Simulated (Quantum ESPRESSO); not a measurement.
**TiAl3 under changes of volume**

One of the cells (16.287 Å³/atom); the others are scaled copies at fixed shape and fractional positions:

```
Ti Al
1.0
     2.83968    0.00000    0.00000
     0.00000    4.68126    0.00000
     0.00000    0.00000    4.90074
Ti Al
1 3
Direct
  0.00000 0.50000 0.16592
  0.00000 0.00000 0.83590
  0.50000 0.00000 0.33091
  0.50000 0.50000 0.66727
```

The cell comes from a database or a generator and needn't be the stable form of this composition.

* Program: Quantum ESPRESSO 7.5
* Functional: r2SCAN
* Potentials or basis: SG15 PBE 1.2
* Cutoff: 1020 eV
* Density cutoff: 4082 eV
* k mesh: 5 × 3 × 3
* Occupations: fermi-dirac, width 0.05 eV
* Spin: no spin polarisation

| volume (Å³/atom) | energy over the lowest point (meV/atom) | pressure (GPa) |
| --- | --- | --- |
| 15.310 | ? | ? |
| 15.635 | 5.15 | 3.6 |
| 15.961 | 0.24 | 1.2 |
| 16.287 | 0.00 | -1.0 |
| 16.612 | 3.98 | -3.0 |
| 16.938 | 11.79 | -4.8 |
| 17.264 | 23.04 | -6.4 |

What does the run at 15.310 Å³/atom give?

Energy over the lowest point 15.23 meV/atom; pressure 6.2 GPa.

Worked out: A Birch-Murnaghan fit of order 3 (a polynomial in V^(-2/3)) to the other rows has its minimum at 16.14 Å³/atom with B0 = V·E''(V) = 108 GPa and B' = 4.1 at fixed shape and positions, which overstates the stiffness. It gives 15.22 meV/atom at 15.310 Å³/atom, against the run's 15.23, and -dE/dV = 6.3 GPa, against 6.2.

Energies are extrapolated to zero smearing.

Caveats: all runs use coarse meshes; the potentials were made for another functional, which shifts forces and pressure.
